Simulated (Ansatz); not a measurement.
# Te2Mo: the cost of one run

Method: DFT PBEsol, frozen-core PAW, scalar-relativistic unless said, in Ansatz 0.2.0.

1 further run of the same task is left out (it didn't finish).

**1. Starting point**

Symmetry: P6_3/mmc, No. 194, hexagonal system. Conventional cell: a = 3.518 Å, b = 3.518 Å, c = 13.974 Å, α = 90.00°, β = 90.00°, γ = 120.00°. Te (site symmetry 3m) has 3 Mo at 2.72 Å as nearest neighbours. Mo (site symmetry -6m2) is surrounded by 6 Te at 2.72 Å.

As a file:

```cif
data_structure
_symmetry_space_group_name_H-M 'P6_3/mmc'
_symmetry_Int_Tables_number 194
_cell_length_a 3.5182
_cell_length_b 3.5182
_cell_length_c 13.9736
_cell_angle_alpha 90.000
_cell_angle_beta 90.000
_cell_angle_gamma 120.000
_cell_volume 149.79
loop_
_atom_site_label
_atom_site_type_symbol
_atom_site_symmetry_multiplicity
_atom_site_Wyckoff_symbol
_atom_site_fract_x
_atom_site_fract_y
_atom_site_fract_z
_atom_site_occupancy
Te1 Te 4 f 0.33333 0.66667 0.62100 1
Mo1 Mo 2 c 0.33333 0.66667 0.25000 1
```

Cartesian axes are those of the input's lattice vectors. The structure goes back to a database entry.

**2. Cell and atoms relaxed, PAW**

Input file input.yaml:

```yaml
crystal:
  lattice:
    - [3.5182, 0.0, 0.0]
    - [-1.7591, 3.0468505756, 0.0]
    - [0.0, 0.0, 13.9736]
  atoms:
    - { symbol: Te, position: [0.333333333333, 0.666666666667, 0.621] }
    - { symbol: Te, position: [0.666666666667, 0.333333333333, 0.121] }
    - { symbol: Te, position: [0.333333333333, 0.666666666667, 0.879] }
    - { symbol: Te, position: [0.666666666667, 0.333333333333, 0.379] }
    - { symbol: Mo, position: [0.333333333333, 0.666666666667, 0.25] }
    - { symbol: Mo, position: [0.666666666667, 0.333333333333, 0.75] }
kpoints:
  mp_grid: { grid: [8, 8, 2] }
scf:
  occupations: { method: fermi_dirac, width: 0.05 }
hamiltonian:
  xc: pbesol
  pseudopotentials: { kind: paw }
relax:
  f_tol: 0.002
  max_steps: 80
  cell: {}
output:
  forces: true
  stress: true
  write_density: true
  write_potential: true
  elf: true
  volumetric_format: npy
```

The run is started by

```bash
$ ansatz run input.yaml --threads 2 --pin off --max-ram 6144MiB --backend cpu --events-out ev --progress --plain --runs-dir out
```

Q: Estimate wall time and peak memory on 2 threads of Arm Neoverse V1, shared host.

About 22 s, with a peak of 0.51 GiB.
